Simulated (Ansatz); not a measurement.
Zone-centre phonons of CdTe at 0.4 GPa: input and output

These are results of DFT PBE+D3(BJ), scalar-relativistic, plane waves, PAW (Ansatz), not measurements.

Launched with:
```bash
ansatz run input.yaml --threads 1 --pin off --max-ram 2560MiB --backend cpu --events-out ev --progress --plain --runs-dir out
```

Input (bare energies are in eV):
```yaml
crystal:
  lattice:
    - [3.7103, 0.0, 0.0]
    - [0.0, 3.7103, 0.0]
    - [0.0, 0.0, 3.7103]
  atoms:
    - { symbol: Cd, position: [0.0, 0.0, 0.0] }
    - { symbol: Te, position: [0.5, 0.5, 0.5] }
basis:
  ecutwfc: 420
kpoints:
  mp_grid: { grid: [12, 12, 12] }
hamiltonian:
  xc: pbe
  dispersion: d3bj
scf:
  occupations: { method: fermi_dirac, width: 0.15 }
output:
  eigenvalues: true
phonons:
  method: dfpt
  eigenvectors: true
```

Results section of the output:
```
--- Phonons (Γ-DFPT): 2 representative perturbations + reference, on 196 of 1728 k-points (Σ response iterations 7) ---
  k mesh reduced under 8 symmetry operations, with k and −k counted as one. Each operation leaves every solved perturbation unchanged. A smaller set is not used because it would not reduce the number of displacements ...
  ASR residual: 2.683e-4 → 0.000e0 eV/Å²; symmetrization residual: 1.693e-5 eV/Å²
  pairwise dispersion correction: d3bj (s6 = 1.0, s8 = 0.7875, a1 = 0.4289, a2_bohr = 4.4407), with the weights of each atom's references fixed at the reference crystal's, and the forces and stress that the weights' published response gives ...
  ASR residual per site (eV/Å²): 1.03e-4 2.68e-4
  Γ frequencies (cm⁻¹): 0.00 0.00 0.00 68.37 68.37 68.37
  non-analytic LO–TO correction: not included (Born effective charges unavailable; polar crystals: no LO–TO splitting at Γ)
```

It took 2.6 min on 1 thread of Intel(R) Xeon(R) Processor @ 2.50GHz (Skylake/Cascade Lake), on a shared host, peak memory 0.9 GiB.

The cell is the ideal cubic caesium chloride prototype; this isn't the usual structure of the compound. In a metal, frequencies and elastic constants depend on the k mesh and the smearing, soft modes and shear constants most.